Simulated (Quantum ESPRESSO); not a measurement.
**CdSe (Fm-3m): the Cd K absorption edge**

Aim: the near-edge shape at the Cd K edge of CdSe (Fm-3m), and what the core hole does to it.

Main program and level: Quantum ESPRESSO 7.5; X-ray absorption near-edge structure, plane-wave PAW LDA, one-electron final states by a Lanczos continued fraction.

**1. The structure**

Symmetry: Fm-3m, No. 225, cubic system. Conventional cell: a = 5.748 Å, b = 5.748 Å, c = 5.748 Å, α = 90.00°, β = 90.00°, γ = 90.00°. Nearest to Cd lie 6 Se at 2.87 Å. Nearest to Se lie 6 Cd at 2.87 Å. Farther neighbours and most contacts between anions are not listed.

As a file:

```cif
data_structure
_symmetry_space_group_name_H-M 'Fm-3m'
_symmetry_Int_Tables_number 225
_cell_length_a 5.7479
_cell_length_b 5.7479
_cell_length_c 5.7479
_cell_angle_alpha 90.000
_cell_angle_beta 90.000
_cell_angle_gamma 90.000
_cell_volume 189.90
loop_
_atom_site_label
_atom_site_type_symbol
_atom_site_symmetry_multiplicity
_atom_site_Wyckoff_symbol
_atom_site_fract_x
_atom_site_fract_y
_atom_site_fract_z
_atom_site_occupancy
Cd1 Cd 4 a 0.00000 0.00000 0.00000 1
Se1 Se 4 b 0.50000 0.00000 0.00000 1
```

**2. Ground state of the crystal**

The ground state comes first: it tells whether the system has a gap, which decides how the excited electron is treated.

scf.in

```
&control
   calculation='scf', prefix='x', pseudo_dir='../pp', outdir='tmp', tprnfor=.true.
/
&system
   ibrav=0, nat=2, ntyp=2, nbnd=13
   ecutwfc=40, ecutrho=560
   occupations='smearing', smearing='mv', degauss=0.015
/
&electrons
   conv_thr=2.0e-08, electron_maxstep=120
   mixing_beta=0.5
/
ATOMIC_SPECIES
Cd3 1.0 Cd.lda-n-kjpaw.UPF
Se 1.0 Se.lda-n-kjpaw.UPF
CELL_PARAMETERS angstrom
  0.00000000 2.87395800 2.87395800
  2.87395800 0.00000000 2.87395800
  2.87395800 2.87395800 0.00000000
ATOMIC_POSITIONS crystal
Cd3  0.00000000 0.00000000 0.00000000
Se   0.50000000 0.50000000 0.50000000
K_POINTS automatic
8 8 8 0 0 0
```

Cd.lda-n-kjpaw.ld1.in

```
&input
   title='Cd', zed=48., rel=1, iswitch=3, dft='PZ',
   config='[Kr] 5s2 5p0.5 4d9.5'
/
&inputp
   file_pseudopw='Cd.lda-n-kjpaw.UPF', author='',
   lpaw=.true.,
   pseudotype=3,
   lloc=-1,
   rcloc=2.4,
   which_augfun='PSQ',
   rmatch_augfun_nc=.true.,
   nlcc=.true.,
   new_core_ps=.true.,
   rcore=1.8,
   tm=.true.,
   lgipaw_reconstruction=.true., use_paw_as_gipaw=.true.
/
6
5S  1  0  2.00  0.00  1.60  2.30  0.0
5S  1  0  0.00  6.00  1.60  2.30  0.0
5P  2  1  0.50  0.00  1.60  2.30  0.0
5P  2  1  0.00  8.00  1.60  2.30  0.0
4D  3  2  9.50  0.00  0.75  1.80  0.0
4D  3  2  0.00  4.30  0.75  1.80  0.0
```

Se.lda-n-kjpaw.ld1.in

```
&input
   title='Se', zed=34., rel=1, iswitch=3, dft='PZ',
   config='[Ar] 4s2 4p4 3d10 4d-1'
/
&inputp
   file_pseudopw='Se.lda-n-kjpaw.UPF', author='',
   lpaw=.true.,
   pseudotype=3,
   lloc=2,
   which_augfun='PSQ',
   rmatch_augfun_nc=.true.,
   nlcc=.true.,
   new_core_ps=.true.,
   rcore=1.8,
   tm=.true.,
   lgipaw_reconstruction=.true., use_paw_as_gipaw=.true.
/
5
4S  1  0  2.00  0.00  1.50  1.90  0.0
4S  1  0  0.00  0.30  1.50  1.90  0.0
4P  2  1  4.00  0.00  1.50  1.90  0.0
4P  2  1  0.00  0.30  1.50  1.90  0.0
4D  3  2 -2.00  0.50  1.90  1.90  0.0
```

Launch:

```console
> OMP_NUM_THREADS=1 mpirun --oversubscribe --bind-to none -np 4 pw.x -nk 4 -in scf.in > scf.out
```

Log:

```text
     [... banner and references ...]
using ibrav=0 with symmetry is DISCOURAGED, use correct ibrav instead

     G-vector sticks info
     --------------------

     Using Slab Decomposition

     bravais-lattice index     =            0
     lattice parameter (alat)  =       7.6806  a.u.
     unit-cell volume          =     320.3818 (a.u.)^3
     number of atoms/cell      =            2
     number of atomic types    =            2
     number of electrons       =        18.00
     number of Kohn-Sham states=           13
     kinetic-energy cutoff     =      40.0000  Ry
     charge density cutoff     =     560.0000  Ry
     scf convergence threshold =      2.0E-08
     mixing beta               =       0.5000
     number of iterations used =            8  plain     mixing
     Exchange-correlation= SLA  PZ   NOGX NOGC
                           (   1   1   0   0   0   0   0)

     celldm(1)=   7.680585  celldm(2)=   0.000000  celldm(3)=   0.000000
     celldm(4)=   0.000000  celldm(5)=   0.000000  celldm(6)=   0.000000

     crystal axes: (cart. coord. in units of alat)
               a(1) = (   0.000000   0.707107   0.707107 )
               a(2) = (   0.707107   0.000000   0.707107 )
               a(3) = (   0.707107   0.707107   0.000000 )

     reciprocal axes: (cart. coord. in units 2 pi/alat)
               b(1) = ( -0.707107  0.707107  0.707107 )
               b(2) = (  0.707107 -0.707107  0.707107 )
               b(3) = (  0.707107  0.707107 -0.707107 )

     PseudoPot. #1 for Cd:     Pseudo is Projector augmented-wave + core cor, Zval = 12.0

     PseudoPot. #2 for Se:     Pseudo is Projector augmented-wave + core cor, Zval =  6.0

     atomic species   valence    mass     pseudopotential
     Cd3              12.00     1.00000     Cd( 1.00)
     Se                6.00     1.00000     Se( 1.00)

     48 Sym. Ops., with inversion, found

   Cartesian axes

     site n.     atom                  positions (alat units)
         1        Cd3    tau(   1) = (   0.0000000   0.0000000   0.0000000  )
         2        Se     tau(   2) = (   0.7071068   0.7071068   0.7071068  )

     number of k points=    29  Marzari-Vanderbilt smearing, width (Ry)=  0.0150
                       cart. coord. in units 2pi/alat
        k(    1) = (   0.0000000   0.0000000   0.0000000), wk =   0.0039062
        k(    2) = (   0.0883883   0.0883883  -0.0883883), wk =   0.0312500
        k(    3) = (   0.1767767   0.1767767  -0.1767767), wk =   0.0312500
        k(    4) = (   0.2651650   0.2651650  -0.2651650), wk =   0.0312500
        k(    5) = (  -0.3535534  -0.3535534   0.3535534), wk =   0.0156250
[...]
k(   27) = (   0.0000000  -0.3535534   0.5303301), wk =   0.0937500
        k(   28) = (  -0.7071068   0.1767767  -0.0000000), wk =   0.0468750
        k(   29) = (  -0.7071068   0.3535534   0.0000000), wk =   0.0234375

     Dense  grid:    71537 G-vectors     FFT dimensions: (  60,  60,  60)

     Smooth grid:    10969 G-vectors     FFT dimensions: (  32,  32,  32)

     Initial potential from superposition of free atoms

     starting charge      17.9965, renormalised to      18.0000
     Starting wfcs are   13 randomized atomic wfcs
     Checking if some PAW data can be deallocated...

     per-process dynamical memory:    51.0 Mb

     Self-consistent Calculation

     iteration #  1     ecut=    40.00 Ry     beta= 0.50
     Davidson diagonalization with overlap
     ethr =  1.00E-02,  avg # of iterations =  4.8

     Threshold (ethr) on eigenvalues was too large:
     Diagonalizing with lowered threshold

     Davidson diagonalization with overlap
     ethr =  1.83E-04,  avg # of iterations =  4.9

     total energy              =    -554.62852694 Ry
     estimated scf accuracy    <       0.03106871 Ry

     iteration #  2     ecut=    40.00 Ry     beta= 0.50
     Davidson diagonalization with overlap
[...]
iteration #  9     ecut=    40.00 Ry     beta= 0.50
     Davidson diagonalization with overlap
     ethr =  1.29E-09,  avg # of iterations =  4.2

     total energy              =    -554.63403085 Ry
     estimated scf accuracy    <       0.00000011 Ry

     iteration # 10     ecut=    40.00 Ry     beta= 0.50
     Davidson diagonalization with overlap
     ethr =  6.12E-10,  avg # of iterations =  3.0

     End of self-consistent calculation

          k = 0.0000 0.0000 0.0000 (  1363 PWs)   bands (ev):

    -5.8431  -0.7381  -0.7381  -0.7184  -0.7184  -0.7184   6.4971   6.4971
     6.4971   6.9364  15.7709  15.7710  16.7013

          k = 0.0884 0.0884-0.0884 (  1378 PWs)   bands (ev):

    -5.7326  -0.7699  -0.7699  -0.7279  -0.6997  -0.6997   4.9990   6.5706
     6.5706   8.4129  14.4070  15.1334  15.1334

          k = 0.1768 0.1768-0.1768 (  1375 PWs)   bands (ev):

    -5.4404  -0.8494  -0.8494  -0.7632  -0.6493  -0.6493   3.5214   6.7620
     6.7620   9.6601  13.2118  13.6936  13.6936

          k = 0.2652 0.2652-0.2652 (  1371 PWs)   bands (ev):

    -5.0993  -0.9267  -0.9267  -0.8307  -0.5977  -0.5977   2.4887   6.9815
     6.9815  10.0178  12.6363  12.6363  12.8541

          k =-0.3536-0.3536 0.3536 (  1380 PWs)   bands (ev):

    -4.9380  -0.9581  -0.9581  -0.8760  -0.5762  -0.5762   2.1165   7.0842
     7.0842   9.9740  12.2462  12.2462  12.8465

          k = 0.1768 0.0000 0.0000 (  1371 PWs)   bands (ev):

[...]
k = 0.2652 0.0884-0.0884 (  1358 PWs)   bands (ev):

[...]
k = 0.3536 0.1768-0.1768 (  1382 PWs)   bands (ev):

[...]
k =-0.2652-0.4419 0.4419 (  1373 PWs)   bands (ev):

[...]
k =-0.1768-0.3536 0.3536 (  1369 PWs)   bands (ev):

[...]
k =-0.0884-0.2652 0.2652 (  1367 PWs)   bands (ev):

[...]
k = 0.0000-0.1768 0.1768 (  1375 PWs)   bands (ev):

[...]
k = 0.3536 0.0000 0.0000 (  1355 PWs)   bands (ev):

[...]
k = 0.4419 0.0884-0.0884 (  1364 PWs)   bands (ev):

[...]
k =-0.1768-0.5303 0.5303 (  1368 PWs)   bands (ev):

[...]
k = 0.0000-0.3536 0.3536 (  1368 PWs)   bands (ev):

[...]
k = 0.5303-0.0000 0.0000 (  1359 PWs)   bands (ev):

[...]
k = 0.0000-0.5303 0.5303 (  1360 PWs)   bands (ev):

[...]
k =-0.7071 0.0000 0.0000 (  1362 PWs)   bands (ev):

[...]
k = 0.3536 0.1768 0.0000 (  1363 PWs)   bands (ev):

[...]
k =-0.1768-0.3536 0.5303 (  1374 PWs)   bands (ev):

[...]
k =-0.1768-0.5303 0.7071 (  1353 PWs)   bands (ev):

[...]
k =-0.0884-0.4419 0.6187 (  1372 PWs)   bands (ev):

[...]
k = 0.0000-0.3536 0.5303 (  1367 PWs)   bands (ev):

    -4.9578  -0.8694  -0.7458  -0.7117  -0.5598  -0.3913   3.0797   4.1956
     5.6588  10.0017  12.2023  14.3788  14.6157

          k =-0.7071 0.1768-0.0000 (  1362 PWs)   bands (ev):

    -5.0068  -0.7983  -0.7379  -0.5884  -0.5249  -0.1417   3.2699   4.3360
     4.6985   8.0260  13.1011  15.0623  15.9439

          k =-0.7071 0.3536 0.0000 (  1384 PWs)   bands (ev):

    -4.9510  -0.8376  -0.7097  -0.7097  -0.5251  -0.2003   3.9505   3.9505
     3.9973   9.8901  12.7699  14.4499  14.4499

     the Fermi energy is     7.1948 ev

!    total energy              =    -554.63403089 Ry
     total all-electron energy =    -16033.262608 Ry
     estimated scf accuracy    <          9.1E-09 Ry
     smearing contrib. (-TS)   =       0.00030178 Ry
     internal energy E=F+TS    =    -554.63433266 Ry

     The total energy is F=E-TS. E is the sum of the following terms:
     one-electron contribution =     -24.25446779 Ry
     hartree contribution      =      27.86353544 Ry
     xc contribution           =     -28.98657683 Ry
     ewald contribution        =     -90.42514102 Ry
     one-center paw contrib.   =    -438.83168245 Ry

     convergence has been achieved in  10 iterations

     Forces acting on atoms (cartesian axes, Ry/au):

     atom    1 type  1   force =    -0.00000000   -0.00000000   -0.00000000
     atom    2 type  2   force =     0.00000000    0.00000000    0.00000000

     Total force =     0.000000     Total SCF correction =     0.000000

     XML data file, charge density, pseudopotentials, collected wavefunctions

=------------------------------------------------------------------------------=
   JOB DONE.
=------------------------------------------------------------------------------=
```

Wall time 4.7 s (4 MPI ranks of Intel Xeon Gold 6455B (Sapphire Rapids), shared host); peak memory 0.15 GiB; 18 s of CPU time.

Absorbing atoms carry a label of their own (element plus a letter or digit), as the spectrum program needs them as separate species.

The mesh shows no gap, so the system is treated as a metal and the core electron is put at the Fermi level (neutral cell).

**3. Spectrum without a core hole, Cd atom 1**

Without a hole the spectrum is the empty density of states of the right symmetry on the absorber, weighted by matrix elements. It needs only the small cell and serves as the baseline.

The absorber has 6 Se at 2.87 Å (octahedral, site symmetry m-3m).

xspectra.in

```
&input_xspectra
   calculation='xanes_dipole', edge='K'
   prefix='x', outdir='tmp', xiabs=1, xe0=7.1948
   xonly_plot=.false., x_save_file='xanes.sav'
   xniter=3000, xcheck_conv=20, xerror=0.005
   xcoordcrys=.false., xepsilon(1)=1, xepsilon(2)=0, xepsilon(3)=0
/
&plot
   xnepoint=501, xemin=-10, xemax=70, terminator=.true., cut_occ_states=.true.
   xgamma=0.4
/
&pseudos
   filecore='../Cd.wfc'
/
&cut_occ
   cut_desmooth=0.1, cut_stepl=0.05, cut_stepu=0.05, cut_ierror=1e-5
/
7 7 7 0 0 0
```

Launch:

```console
> OMP_NUM_THREADS=1 mpirun --oversubscribe --bind-to none -np 4 xspectra.x -nk 4 -in xspectra.in > xspectra.out
```

Log:

```text
     [... banner and references ...]
Reading input_file

     calculation: xanes_dipole

     xepsilon  [cartesian coordinates]:   1.000000   0.000000   0.000000

     xonly_plot: FALSE
        => complete calculation: Lanczos + spectrum plot

     filecore (core-wavefunction file): ../Cd.wfc

     main plot parameters:
        cut_occ_states: TRUE
        gamma_mode:  constant
        -> using xgamma [eV]:  0.40
        xemin [eV]: -10.00
        xemax [eV]:  70.00
        xnepoint:  501
        xe0 [eV]:   7.194800 (energy zero read in input file)

[...]
x_save_file name:
     ->  xanes.sav
     x_save_file version:  2

     ... End STEP 1 ...

     ... Begin STEP 2 ...

     The spectrum is calculated using the following parameters:
        xe0 [eV]:    7.1948
        the occupied states are elimintate from the spectrum
        xemin [eV]: -10.00
        xemax [eV]:  70.00
        xnepoint:  501
        constant broadening parameter [eV]:    0.400
        Core level energy [eV]: -0.2671E+05
         (from electron binding energy of neutral atoms in X-ray data booklet)

     Cross-section successfully written in xanes.dat

     ... End STEP 2 ...

                                END JOB XSpectra
```

Run time: 12 s. Hardware: 4 MPI ranks; peak memory 0.13 GiB.

The core hole lives too briefly for so narrow a line (tabulated full width 7.3 eV). The run keeps xgamma small, and the tables are broadened afterwards: Lorentzian half width 3.64 eV (not a setting of the program: the run's 0.4 eV curve was folded afterwards with a further Lorentzian).

The Cd K spectrum, Cd atom 1, no core hole (energy from the energy zero of the input (xe0, at the border of filled and empty states); intensity scaled to a mean of 1 over the first 20 eV; folded afterwards to Lorentzian half width 3.64 eV; the points at xe0, where the cut of filled states can leave a spike, are interpolated):

```tsv
E (eV)	intensity
-2.0	0.28
-1.0	0.33
0.0	0.40
1.0	0.49
2.0	0.60
3.0	0.72
4.0	0.86
5.0	0.99
6.0	1.10
7.0	1.17
8.0	1.20
9.0	1.20
10.0	1.18
11.0	1.15
12.0	1.12
13.0	1.09
14.0	1.08
15.0	1.06
16.0	1.06
17.0	1.05
18.0	1.06
19.0	1.07
20.0	1.09
21.0	1.10
22.0	1.11
23.0	1.10
24.0	1.07
25.0	1.05
26.0	1.03
27.0	1.03
28.0	1.05
29.0	1.08
30.0	1.12
31.0	1.16
32.0	1.19
```

Main maxima below 30 eV (height): 8.4 eV (1.20) and 21.8 eV (1.11). A K edge sees empty p states on the absorber.

**4. Supercell without a hole, the energy reference**

The photon energy needs a difference of total energies, so the cell and mesh of the coming hole run are first run without a hole.

scf.in

```
&control
   calculation='scf', prefix='x', pseudo_dir='../pp', outdir='tmp', tprnfor=.true.
/
&system
   ibrav=0, nat=8, ntyp=2, nbnd=44
   ecutwfc=40, ecutrho=560
   occupations='smearing', smearing='mv', degauss=0.015
/
&electrons
   conv_thr=8.0e-08, electron_maxstep=120
   mixing_beta=0.5
/
ATOMIC_SPECIES
Cd 1.0 Cd.lda-n-kjpaw.UPF
Se 1.0 Se.lda-n-kjpaw.UPF
CELL_PARAMETERS angstrom
  0.00000000 0.00000000 5.74791600
  5.74791600 0.00000000 0.00000000
  0.00000000 5.74791600 0.00000000
ATOMIC_POSITIONS crystal
Cd   0.00000000 0.00000000 0.00000000
Cd   0.00000000 0.50000000 0.50000000
Cd   0.50000000 0.50000000 0.00000000
Cd   0.50000000 0.00000000 0.50000000
Se   0.50000000 0.50000000 0.50000000
Se   0.50000000 0.00000000 0.00000000
Se   0.00000000 0.00000000 0.50000000
Se   0.00000000 0.50000000 0.00000000
K_POINTS automatic
5 5 5 0 0 0
```

Launch:

```console
> OMP_NUM_THREADS=1 mpirun --oversubscribe --bind-to none -np 4 pw.x -nk 4 -in scf.in > scf.out
```

Log:

```text
     [... banner and references ...]
[banner, memory and clock lines left out]
Found identity + (  0.0000 -0.5000 -0.5000) symmetry
     This is a supercell, fractional translations are disabled
     using ibrav=0 with symmetry is DISCOURAGED, use correct ibrav instead

     G-vector sticks info

     bravais-lattice index     =            0
     lattice parameter (alat)  =      10.8620  a.u.
     unit-cell volume          =    1281.5272 (a.u.)^3
[...]
atom    1 type  1   force =     0.00000000    0.00000000    0.00000000
     atom    2 type  1   force =     0.00000000    0.00000000    0.00000000
     atom    3 type  1   force =     0.00000000    0.00000000    0.00000000
[...]
atom    7 type  2   force =     0.00000000    0.00000000    0.00000000
     atom    8 type  2   force =     0.00000000    0.00000000    0.00000000

     Total force =     0.000000     Total SCF correction =     0.000000

     XML data file, charge density, pseudopotentials, collected wavefunctions
[key lines of the parts left out:]
!    total energy              =   -2218.53867806 Ry
the Fermi energy is     7.1741 ev
convergence has been achieved in  17 iterations
```

It took 25 s on 4 MPI ranks; peak memory 0.38 GiB.

Reference energy: -872574.638 eV with the cores included.

[end of part 1 of 3]

[Banner, clock and machine lines of the logs are left out without a mark of their own.]

[Logs are printed without paths, hosts, clocks, repeated set-up lines and the standing remarks that a program may print on its own settings, such as how far it seeks lower states.]

[Hosts, paths, dates, database ids (printed as entryN), source tags and the programs' standing remarks are cut or masked in the printed files.]

[Lists of maxima count a maximum above −3 eV only where it reaches 4 % of the highest in the window and stands out from its surroundings by 2 % of it (1.5 % where it reaches 55 %); shoulders and weaker maxima are passed over, and of the rest the first, up to two pre-edge ones and the few strongest are named.]
